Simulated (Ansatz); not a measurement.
Runs of Ansatz 0.2.0 on CdSe. The structure is cubic, space group F-43m (No. 216). Conventional cell: a = 6.141 Å, b = 6.141 Å, c = 6.141 Å, α = 90.00°, β = 90.00°, γ = 90.00°. Cd (site symmetry -43m) is surrounded by 4 Se at 2.66 Å. Around Se (site symmetry -43m) lie 4 Cd at 2.66 Å. Measurements of this composition are mostly on another form, of space group No. 186.

| task | level | potentials or basis | spin | cell | k mesh | cutoff (eV) | smearing | gap on the mesh (eV) | pressure (GPa) |
| --- | --- | --- | --- | --- | --- | --- | --- | --- | --- |
| band structure | BLYP | all-electron LAPW, scalar-relativistic | off | as given | 8 × 8 × 8 | 266 | fermi-dirac 0.05 eV | (b) | 4.0 |
| band structure | PBEsol | all-electron LAPW, relativistic spinors | SOC, no magnetisation | as given | 6 × 6 × 6 | 266 | fermi-dirac 0.05 eV | (a) | -1.4 |
| band structure | PBE | all-electron LAPW, relativistic spinors | SOC, no magnetisation | as given | 6 × 6 × 6 | 266 | fermi-dirac 0.05 eV | 0.43 | 1.3 |
| single point | RPBE | all-electron LAPW, scalar-relativistic | off | as given | 8 × 8 × 8 | 266 | gaussian 0.05 eV | 0.73 | 3.2 |
| relaxation of cell and atoms | RPBE | all-electron LAPW, scalar-relativistic | off | relaxed | 8 × 8 × 8 | - | fermi-dirac 0.05 eV | 0.58 | 0.0 |

Alike in all rows: basis error allowed 0.001 eV/atom.

Q: Fill in the values left out.

A: (a) 0.30; (b) 0.47.

A k mesh can miss the band edges, and rows without SOC leave out spin-orbit coupling on Cd, Se.
